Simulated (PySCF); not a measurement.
Spin–spin coupling constants

Geometry:
| atom | x (Å) | y (Å) | z (Å) |
| --- | --- | --- | --- |
| O1 | -1.776 | 1.899 | 0.312 |
| C2 | -0.889 | 1.107 | 0.193 |
| C3 | -1.002 | -0.412 | 0.215 |
| C4 | 0.333 | -0.866 | -0.365 |
| C5 | 1.243 | 0.328 | -0.049 |
| O6 | 0.393 | 1.463 | 0.024 |
| H7 | -1.127 | -0.723 | 1.254 |
| H8 | -1.872 | -0.740 | -0.348 |
| H9 | 0.253 | -1.001 | -1.444 |
| H10 | 0.708 | -1.785 | 0.077 |
| H11 | 1.993 | 0.519 | -0.817 |
| H12 | 1.744 | 0.210 | 0.919 |

Method: B3LYP/pcJ-1 (without the spin–dipole term)//GFN2-xTB, PySCF 2.14.0 with density-fitted response routines; isolated molecule, single conformer, non-relativistic. Couplings are averaged over pairs made equivalent by symmetry, fast rotation or ring inversion, so a value needn't be that of the named pair in this geometry, while other rotamers aren't included; one pair stands for each set, and the list holds a selection of those of at least 0.8 Hz over up to four bonds, among pairs with at least one C or H atom (others weren't computed).

Isotopes: $^{13}$C, $^{1}$H, $^{17}$O. Couplings to quadrupolar nuclei such as 17O and 33S are rarely resolved in practice.

```json
{"pair": "O1, C2", "bonds": "1", "J (Hz)": "?"}
{"pair": "C2, C3", "bonds": "1", "J (Hz)": "51.3"}
{"pair": "C2, O6", "bonds": "1", "J (Hz)": "31.2"}
{"pair": "C3, C4", "bonds": "1", "J (Hz)": "33.7"}
{"pair": "C3, H7", "bonds": "1", "J (Hz)": "142.4"}
{"pair": "C4, C5", "bonds": "1", "J (Hz)": "30.3"}
{"pair": "C4, H9", "bonds": "1", "J (Hz)": "?"}
{"pair": "C5, O6", "bonds": "1", "J (Hz)": "21.8"}
{"pair": "C5, H11", "bonds": "1", "J (Hz)": "154.9"}
{"pair": "O1, C3", "bonds": "2", "J (Hz)": "-1.5"}
{"pair": "C2, C4", "bonds": "2", "J (Hz)": "?"}
{"pair": "C2, C5", "bonds": "2", "J (Hz)": "4.2"}
{"pair": "C2, H7", "bonds": "2", "J (Hz)": "-5.3"}
{"pair": "C3, O6", "bonds": "2", "J (Hz)": "?"}
{"pair": "C3, H9", "bonds": "2", "J (Hz)": "-3.1"}
{"pair": "C4, H7", "bonds": "2", "J (Hz)": "?"}
{"pair": "C4, H11", "bonds": "2", "J (Hz)": "?"}
{"pair": "H7, H8", "bonds": "2", "J (Hz)": "-18.0"}
{"pair": "H9, H10", "bonds": "2", "J (Hz)": "-12.8"}
{"pair": "H11, H12", "bonds": "2", "J (Hz)": "-9.9"}
{"pair": "C3, H11", "bonds": "3", "J (Hz)": "2.1"}
{"pair": "C5, H7", "bonds": "3", "J (Hz)": "3.6"}
{"pair": "H7, H9", "bonds": "3", "J (Hz)": "7.3"}
{"pair": "H7, H10", "bonds": "3", "J (Hz)": "?"}
{"pair": "H9, H11", "bonds": "3", "J (Hz)": "8.7"}
{"pair": "H9, H12", "bonds": "3", "J (Hz)": "?"}
```

Task: Estimate the withheld couplings, with signs.

Result: 
- $^{1}J$(O1,C2) = 26.0 Hz (bond length 1.195 Å)
- $^{1}J$(C4,H9) = 139.5 Hz (bond length 1.090 Å, sp3 carbon)
- $^{2}J$(C2,C4) = 2.3 Hz (angle at C3 103°)
- $^{2}J$(C3,O6) = -5.3 Hz (angle at C2 110°)
- $^{2}J$(C4,H7) = -2.4 Hz (angle at C3 112°)
- $^{2}J$(C4,H11) = -1.2 Hz (angle at C5 114°)
- $^{3}J$(H7,H10) = 10.7 Hz (dihedral angle 29°)
- $^{3}J$(H9,H12) = 6.3 Hz (mean over equivalent pairs that range from 0.5 to 12.0 Hz in this conformer)
